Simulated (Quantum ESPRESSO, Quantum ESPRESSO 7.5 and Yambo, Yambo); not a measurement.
# Quasiparticle gap of SiC (Moissanite) in Yambo

Wanted: ground state, empty states, screening and self-energy for SiC (Moissanite).

Main program and level: Quantum ESPRESSO 7.5 and Yambo 5.3.0; PBE and many-body steps on it, plane waves.

**Experimental background.**

- Gap 3.02 eV: band gap at cryogenic temperature; bulk crystal (literature value) (quoted in “Silicon carbide diodes for neutron detection”, 2020, arxiv:2009.14696).

- Gap 3.03 eV: indirect gap, experimental literature value; quoted from earlier experiment; bulk crystal (quoted in “Charge spill-out and work function of few-layer graphene on SiC(0001)”, 2018, arxiv:1806.04908).

- Gap 3 eV: optical absorption onset, approximate; UV-Vis-NIR transmission; bulk crystal (400 micron semi-insulating 6H-SiC wafer) (“Effects of energetic ion irradiation on WSe2/SiC heterostructures”, 2017, pmc:5482891).

Report form: the programs' logs are mostly left out.

### Step 1. The structure

It takes space group P6_3mc (No. 186, hexagonal). The conventional cell has a = 3.081 Å, b = 3.081 Å, c = 15.125 Å, α = 90.00°, β = 90.00°, γ = 120.00°. Si has 4 C at 1.88 to 1.90 Å nearest. Nearest to Si lie 4 C at 1.89 Å. Nearest to C lie 4 Si at 1.88 to 1.89 Å. Nearest to C lie 4 Si at 1.89 Å. Nearest to C lie 4 Si at 1.89 to 1.90 Å. Farther neighbours are not listed.

The cell and positions come from the Crystallography Open Database and are kept as given unless a step says otherwise.

### Step 2. Ground state

This step: Quantum ESPRESSO 7.5; DFT, PBE, plane waves, norm-conserving pseudopotentials.

The ground-state density comes first.

pw.in reads:

```
&control
  calculation = 'scf'
  prefix = 'x'
  outdir = 'o'
  pseudo_dir = 'pseudo'
/
&system
  ibrav = 0
  nat = 12
  ntyp = 2
  ecutwfc = 74.0
  nbnd = 34
  force_symmorphic = .true.
/
&electrons
  conv_thr = 1e-10
  electron_maxstep = 80
  mixing_beta = 0.5
/
ATOMIC_SPECIES
  Si 28.085 Si.upf
  C 12.011 C.upf
CELL_PARAMETERS angstrom
  3.0810000000 -0.0000000000 0.0000000000
  -1.5405000000 2.6682242691 0.0000000000
  0.0000000000 0.0000000000 15.1248000000
ATOMIC_POSITIONS crystal
  Si 0.0000000000 0.0000000000 0.0000000000
  Si 0.0000000000 0.0000000000 0.5000000000
  Si 0.3333333333 0.6666666667 0.1664000000
  Si 0.6666666667 0.3333333333 0.6664000000
  Si 0.6666666667 0.3333333333 0.3329000000
  Si 0.3333333333 0.6666666667 0.8329000000
  C 0.3333333333 0.6666666667 0.0412000000
  C 0.6666666667 0.3333333333 0.5412000000
  C 0.6666666667 0.3333333333 0.2080000000
  C 0.3333333333 0.6666666667 0.7080000000
  C 0.0000000000 0.0000000000 0.3746000000
  C 0.0000000000 0.0000000000 0.8746000000
K_POINTS automatic
  6 6 2 0 0 0
```

Started as:

```console
$ OMP_NUM_THREADS=1 mpirun -n 4 pw.x -nk 4 -in pw.in > pw.out
```

The job ended after 30 s (4 MPI ranks of Arm Neoverse V2, shared host; peak memory 0.51 GiB).

Numbers from this step:

| Item | Value |
| --- | --- |
| total energy | -1676.7292 eV |
| gap | 2.017 eV |
| k of the valence top | 0, 0, 0 |
| k of the conduction bottom | 0, -0.5, 0 |
| least direct gap | 3.123 eV |

The gap is indirect, with the least direct gap 1.11 eV higher.

### Step 3. Bands along the symmetry lines

Levels along a band path, at the cheap level, show where the edges lie and whether the meshes to come will hold them.

pw.in reads:

```
&control
  calculation = 'bands'
  prefix = 'x'
  outdir = 'o'
  pseudo_dir = 'pseudo'
/
&system
  ibrav = 0
  nat = 12
  ntyp = 2
  ecutwfc = 74.0
  nbnd = 30
  force_symmorphic = .true.
/
&electrons
  conv_thr = 1e-9
  electron_maxstep = 80
  diago_full_acc = .true.
  diago_thr_init = 5e-6
/
ATOMIC_SPECIES
  Si 28.085 Si.upf
  C 12.011 C.upf
CELL_PARAMETERS angstrom
  3.0810000000 -0.0000000000 0.0000000000
  -1.5405000000 2.6682242691 0.0000000000
  0.0000000000 0.0000000000 15.1248000000
ATOMIC_POSITIONS crystal
  Si 0.0000000000 0.0000000000 0.0000000000
  Si 0.0000000000 0.0000000000 0.5000000000
  Si 0.3333333333 0.6666666667 0.1664000000
  Si 0.6666666667 0.3333333333 0.6664000000
  Si 0.6666666667 0.3333333333 0.3329000000
  Si 0.3333333333 0.6666666667 0.8329000000
  C 0.3333333333 0.6666666667 0.0412000000
  C 0.6666666667 0.3333333333 0.5412000000
  C 0.6666666667 0.3333333333 0.2080000000
  C 0.3333333333 0.6666666667 0.7080000000
  C 0.0000000000 0.0000000000 0.3746000000
  C 0.0000000000 0.0000000000 0.8746000000
K_POINTS crystal
  75
  0.00000000 0.00000000 0.00000000 1
  0.06250000 0.00000000 0.00000000 1
  0.12500000 0.00000000 0.00000000 1
  0.18750000 0.00000000 0.00000000 1
  0.25000000 0.00000000 0.00000000 1
  0.31250000 0.00000000 0.00000000 1
  0.37500000 0.00000000 0.00000000 1
  0.43750000 0.00000000 0.00000000 1
  0.50000000 0.00000000 0.00000000 1
  0.47916667 0.04166667 0.00000000 1
  0.45833333 0.08333333 0.00000000 1
  0.43750000 0.12500000 0.00000000 1
  0.41666666 0.16666666 0.00000000 1
  0.39583333 0.20833333 0.00000000 1
  0.37500000 0.25000000 0.00000000 1
  0.35416666 0.29166666 0.00000000 1
  0.33333333 0.33333333 0.00000000 1
  0.29166666 0.29166666 0.00000000 1
  0.25000000 0.25000000 0.00000000 1
  0.20833333 0.20833333 0.00000000 1
  0.16666666 0.16666666 0.00000000 1
  0.12500000 0.12500000 0.00000000 1
  0.08333333 0.08333333 0.00000000 1
  0.04166667 0.04166667 0.00000000 1
  0.00000000 0.00000000 0.00000000 1
  0.00000000 0.00000000 0.06250000 1
  0.00000000 0.00000000 0.12500000 1
  0.00000000 0.00000000 0.18750000 1
  0.00000000 0.00000000 0.25000000 1
  0.00000000 0.00000000 0.31250000 1
  0.00000000 0.00000000 0.37500000 1
  0.00000000 0.00000000 0.43750000 1
  0.00000000 0.00000000 0.50000000 1
  0.06250000 0.00000000 0.50000000 1
  0.12500000 0.00000000 0.50000000 1
  0.18750000 0.00000000 0.50000000 1
  0.25000000 0.00000000 0.50000000 1
  0.31250000 0.00000000 0.50000000 1
  0.37500000 0.00000000 0.50000000 1
  0.43750000 0.00000000 0.50000000 1
  0.50000000 0.00000000 0.50000000 1
  0.47916667 0.04166667 0.50000000 1
  0.45833333 0.08333333 0.50000000 1
  0.43750000 0.12500000 0.50000000 1
  0.41666666 0.16666666 0.50000000 1
  0.39583333 0.20833333 0.50000000 1
  0.37500000 0.25000000 0.50000000 1
  0.35416666 0.29166666 0.50000000 1
  0.33333333 0.33333333 0.50000000 1
  0.29166666 0.29166666 0.50000000 1
  0.25000000 0.25000000 0.50000000 1
  0.20833333 0.20833333 0.50000000 1
  0.16666666 0.16666666 0.50000000 1
  0.12500000 0.12500000 0.50000000 1
  0.08333333 0.08333333 0.50000000 1
  0.04166667 0.04166667 0.50000000 1
  0.00000000 0.00000000 0.50000000 1
  0.50000000 0.00000000 0.50000000 1
  0.50000000 0.00000000 0.43750000 1
  0.50000000 0.00000000 0.37500000 1
  0.50000000 0.00000000 0.31250000 1
  0.50000000 0.00000000 0.25000000 1
  0.50000000 0.00000000 0.18750000 1
  0.50000000 0.00000000 0.12500000 1
  0.50000000 0.00000000 0.06250000 1
  0.50000000 0.00000000 0.00000000 1
  0.33333333 0.33333333 0.50000000 1
  0.33333333 0.33333333 0.43750000 1
  0.33333333 0.33333333 0.37500000 1
  0.33333333 0.33333333 0.31250000 1
  0.33333333 0.33333333 0.25000000 1
  0.33333333 0.33333333 0.18750000 1
  0.33333333 0.33333333 0.12500000 1
  0.33333333 0.33333333 0.06250000 1
  0.33333333 0.33333333 0.00000000 1
```

Run time: 34 s. Hardware: 4 MPI ranks; peak memory 0.39 GiB; 2.2 min of CPU time.

This step gave:

* gap: 2.012 eV
* k of the valence top: 0, 0, 0
* k of the conduction bottom: 0.5, 0, 0.1875
* least direct gap: 3.123 eV

The gap is 2.012 eV, −0.005 eV from the run before at this level.

Electronic bands along the path, in eV, zero at the top of the highest filled band:

```tsv
point	band 21	band 22	band 23	band 24	band 25	band 26	band 27	band 28
Γ	-0.29	-0.04	0.00	0.00	5.16	5.34	5.74	6.25
halfway	-1.17	-1.09	-0.70	-0.54	3.67	3.89	4.38	5.01
M	-1.84	-1.76	-1.66	-1.11	2.02	2.21	3.23	3.89
halfway	-2.44	-2.22	-2.00	-1.77	2.85	3.50	4.51	4.92
K	-3.14	-2.21	-2.08	-2.08	3.49	3.49	3.75	5.04
halfway	-1.78	-1.73	-1.30	-0.72	4.79	4.86	4.97	5.06
Γ	-0.29	-0.04	0.00	0.00	5.16	5.34	5.74	6.25
halfway	-0.20	-0.20	-0.02	-0.02	5.18	5.30	5.81	6.15
A	-0.09	-0.09	-0.09	-0.09	5.23	5.23	5.97	5.97
halfway	-1.00	-1.00	-0.71	-0.71	3.77	3.77	4.73	4.73
L	-1.72	-1.72	-1.31	-1.31	2.06	2.06	3.45	3.45
halfway	-2.68	-2.68	-1.67	-1.67	3.20	3.20	4.48	4.48
H	-2.63	-2.63	-2.27	-2.27	3.68	3.68	4.32	4.32
halfway	-1.96	-1.96	-0.85	-0.85	4.74	4.74	5.12	5.12
A	-0.09	-0.09	-0.09	-0.09	5.23	5.23	5.97	5.97
jump to L	-1.72	-1.72	-1.31	-1.31	2.06	2.06	3.45	3.45
halfway	-2.00	-1.64	-1.53	-1.16	2.01	2.16	3.29	3.68
M	-1.84	-1.76	-1.66	-1.11	2.02	2.21	3.23	3.89
jump to H	-2.63	-2.63	-2.27	-2.27	3.68	3.68	4.32	4.32
halfway	-2.97	-2.33	-2.16	-2.16	3.58	3.58	3.91	4.80
K	-3.14	-2.21	-2.08	-2.08	3.49	3.49	3.75	5.04
```

### Step 4. Empty states on the mesh, 6×6×1 mesh, 306 bands

The sums over transitions need many empty states on a uniform mesh; this step solves for them.

pw.in reads:

```
&control
  calculation = 'nscf'
  prefix = 'x'
  outdir = 'o'
  pseudo_dir = 'pseudo'
/
&system
  ibrav = 0
  nat = 12
  ntyp = 2
  ecutwfc = 74.0
  nbnd = 306
  force_symmorphic = .true.
/
&electrons
  conv_thr = 1e-9
  electron_maxstep = 80
  diago_full_acc = .true.
  diago_thr_init = 5e-6
/
ATOMIC_SPECIES
  Si 28.085 Si.upf
  C 12.011 C.upf
CELL_PARAMETERS angstrom
  3.0810000000 -0.0000000000 0.0000000000
  -1.5405000000 2.6682242691 0.0000000000
  0.0000000000 0.0000000000 15.1248000000
ATOMIC_POSITIONS crystal
  Si 0.0000000000 0.0000000000 0.0000000000
  Si 0.0000000000 0.0000000000 0.5000000000
  Si 0.3333333333 0.6666666667 0.1664000000
  Si 0.6666666667 0.3333333333 0.6664000000
  Si 0.6666666667 0.3333333333 0.3329000000
  Si 0.3333333333 0.6666666667 0.8329000000
  C 0.3333333333 0.6666666667 0.0412000000
  C 0.6666666667 0.3333333333 0.5412000000
  C 0.6666666667 0.3333333333 0.2080000000
  C 0.3333333333 0.6666666667 0.7080000000
  C 0.0000000000 0.0000000000 0.3746000000
  C 0.0000000000 0.0000000000 0.8746000000
K_POINTS automatic
  6 6 1 0 0 0
```

Elapsed: 62 s, on 4 MPI ranks; peak memory 1.2 GiB; 4.1 min of CPU time.

This step gave:

| Quantity | Value |
| --- | --- |
| gap | 2.017 eV |
| k of the valence top | 0, 0, 0 |
| k of the conduction bottom | 0, -0.5, 0 |
| least direct gap | 3.123 eV |
| k points computed | 7 |
| lowest point of the top converged band, above the valence top | 83.6287 eV |

On this mesh the gap is 2.017 eV.

### Step 5. Conversion and set-up

This step: Yambo 5.3.0; conversion and set-up on PBE, plane waves, norm-conserving pseudopotentials.

The states are converted to the many-body program's format and the q mesh is built.

Started as:

```console
$ (cd o/x.save; p2y > p2y.log; mv SAVE ../..); yambo > setup.log
```

The job ended after 2.3 s (1 MPI rank; peak memory 0.24 GiB).

### Step 6. Screening and self-energy, 6×6×1 mesh, 306 bands, screening to 163.3 eV

G0W0 replaces the xc potential by the self-energy, built once from these orbitals. Only a window of levels is corrected, while the sums run over the empty bands that the input names.

This step: G0W0 on PBE, plane waves, norm-conserving pseudopotentials.

gw1.in reads:

```
HF_and_locXC
gw0
dyson
ppa
em1d
rim_cut
RandQpts= 1000000
RandGvec= 1 RL
EXXRLvcs= 74 Ry
VXCRLvcs= 296 Ry
Chimod= "HARTREE"
% BndsRnXp
 1 | 306 |
%
NGsBlkXp= 12 Ry
% LongDrXp
 1 | 1 | 1 |
%
% GbndRnge
 1 | 306 |
%
DysSolver= "n"
ExtendOut
PPAPntXp= 27.21138 eV
% QPkrange
 1 | 1 | 23 | 26 |
 4 | 4 | 23 | 26 |
%
```

Started as:

```console
$ OMP_NUM_THREADS=2 mpirun -n 2 yambo -F gw1.in -J gw1 -C gw1 > gw1.log
```

Wall time 18 min (2 MPI ranks); peak memory 1.6 GiB; 67 min of CPU time.

This step gave:

```yaml
g0w0_gap_on_the_points_computed: 2.665 eV
starting_gap_on_the_mesh: 2.017 eV
k_of_the_valence_top: 0, 0, 0
k_of_the_conduction_bottom: 0, -0.5, 0
least_direct_g0w0_gap_on_the_computed_points: 3.922 eV
z_at_the_valence_top: 0.7992
z_at_the_conduction_bottom: 0.8224
```

The gap on the mesh goes from 2.02 eV to 2.66 eV, a correction of +0.65 eV.

Limits: finite bands, cutoff and mesh; coarse k mesh. v1 is the top filled band, c1 the lowest empty one. The levels before and after the correction (eV, zero at the valence-band top of each column):

```tsv
	conduction bottom	valence top
Kohn-Sham	2.02	0.00
G0W0	2.66	0.00
```

```tsv
	level	energy (eV)
Kohn-Sham	Γ v2-v1	0.000
Kohn-Sham	Γ c1	5.164
Kohn-Sham	Γ c2	5.336
Kohn-Sham	(0 -0.5 0) v2	-1.662
Kohn-Sham	(0 -0.5 0) v1	-1.106
Kohn-Sham	(0 -0.5 0) c1	2.017
Kohn-Sham	(0 -0.5 0) c2	2.207
G0W0	Γ v2-v1	0.000
G0W0	Γ c1	6.001
G0W0	Γ c2	6.165
G0W0	(0 -0.5 0) v2	-1.854
G0W0	(0 -0.5 0) v1	-1.257
G0W0	(0 -0.5 0) c1	2.665
G0W0	(0 -0.5 0) c2	2.855
```

### Step 7. Where the time went

Times are wall times on the hardware named with each run, good to a factor of about two.

```tsv
step	time	share	memory (GiB)
ground state	30 s	3 %	0.51
bands along the symmetry lines	34 s	3 %	0.39
empty states on the mesh	62 s	5 %	1.2
conversion and set-up	2.3 s	0 %	0.24
screening and self-energy	18 min	89 %	1.6
```

### Step 8. What came out

```json
{
 "PBE gap": "2.01 eV, indirect",
 "G0W0 gap on the mesh": "2.66 eV",
 "GW settings": "6×6×1 mesh, 306 bands, screening to 163.3 eV, Godby-Needs plasmon pole",
 "known limits": "not at the basis limit; coarse k mesh"
}
```

G0W0 moves the gap on the mesh from 2.02 eV to 2.66 eV (+0.65 eV), with Z of 0.80 and 0.82 at the edges. Only 2 of the mesh's irreducible points were corrected, so a valley elsewhere could overtake. The dearest step here is «screening and self-energy». Against experiment, by G0W0@PBE: the gap of 2.66 eV lies −0.36 eV from the measured 3.02 eV (kind not stated, quoted 2020); the gap of 2.66 eV lies −0.37 eV from the measured 3.03 eV (indirect, quoted 2018); the gap of 2.66 eV lies −0.34 eV from the measured 3 eV (optical, 2017). An exciton line or allowed optical edge lies below the quasiparticle gap by the binding energy; a forbidden edge can push the onset above it. The calculation has static nuclei and no excitons; a measured gap holds zero-point and thermal motion, which mostly lowers it. Bands and cutoff are finite, so the gap is not at the basis limit. The miss can reach some tenths of an eV and take either sign; the mesh is an error of its own. In the G0W0 run levels were corrected at 2 k points alone, so a gap called «on the mesh» is the least over those, and an edge elsewhere would be missed. The 6×6×1 mesh is coarse for this cell, which bears on the long-range parts of exchange and screening.

[Paths, hosts, dates, memory and timing lines, banners, echoed tables and standing remarks are left out of the program output.]

[Logs are printed without paths, hosts, clocks, repeated set-up lines and the standing remarks that a program may print on its own settings, such as how far it seeks lower states.]

[Runs of the session that timed out or met a known fault of the program may be left out.]

[Hosts, paths, dates, database ids (printed as entryN), source tags and the programs' standing remarks are cut or masked in the printed files.]
